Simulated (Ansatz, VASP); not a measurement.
## HgTe in VASP and in Ansatz

Contents of INCAR:

```
ALGO     = Normal         # electronic algorithm
EDIFF    = 1E-7           # SCF threshold, eV
ENCUT    = 520            # plane-wave cutoff, eV
GGA      = PE             # functional
ISIF     = 2              # what is computed and relaxed
ISMEAR   = -1             # smearing method
LASPH    = True           # aspherical terms in the spheres
LCHARG   = True           # write CHGCAR
LELF     = True           # ELF
LREAL    = False          # projectors in reciprocal space
LVHAR    = True         
LWAVE    = False          # write WAVECAR
NBANDS   = 16             # bands
NELM     = 80             # most SCF steps
PREC     = Accurate       # precision mode
SIGMA    = 0.01           # smearing width, eV
```

KPOINTS

```
k-points
0
Gamma
  5 5 5
```

File POSCAR:

```
HgTe
1.0
    0.0000000000      3.1800000000      3.1800000000
    3.1800000000      0.0000000000      3.1800000000
    3.1800000000      3.1800000000      0.0000000000
Hg Te
1 1
Direct
    0.0000000000      0.0000000000      0.0000000000
    0.5000000000      0.5000000000      0.5000000000
```

Input for Ansatz:

```yaml
crystal:
  lattice:
    - [0.0, 3.18, 3.18]
    - [3.18, 0.0, 3.18]
    - [3.18, 3.18, 0.0]
  atoms:
    - { symbol: Hg, position: [0.0, 0.0, 0.0] }
    - { symbol: Te, position: [0.5, 0.5, 0.5] }
hamiltonian:
  xc: pbe
  pseudopotentials: { kind: paw }
basis:
  ecutwfc: 420
kpoints:
  mp_grid: { grid: [5, 5, 5] }
scf:
  occupations: { method: fermi_dirac, width: 0.01 }
  lower_state_search: "off"
  algorithm: density_mixing
  max_iter: 70
  mixing: {}
output:
  forces: true
  stress: true
```

Alike in both runs: task single point; functional PBE; k mesh 5 × 5 × 5; occupations fermi-dirac, width 0.01 eV; no spin polarisation.

|  | VASP | Ansatz |
| --- | --- | --- |
| version | VASP 6.6.1 | Ansatz 0.2.0 |
| potentials or method | VASP PAW PBE potentials, release 64 (Hg, Te) | PAW, plane waves, scalar-relativistic |
| plane-wave cutoff (eV) | 520 | 420 |
| valence electrons in the cell | 18 | 36 |

Ansatz gave:

```
pressure (GPa) : -3.6
```

Q: Estimate VASP's values.

A: Pressure (GPa): -3.5.

With one functional, cell and mesh, what is left measures potentials, basis and numerics. The two sets of potentials don't hold the same shells in valence.

Spin-orbit coupling is left out, which matters for the levels of Hg, Te.
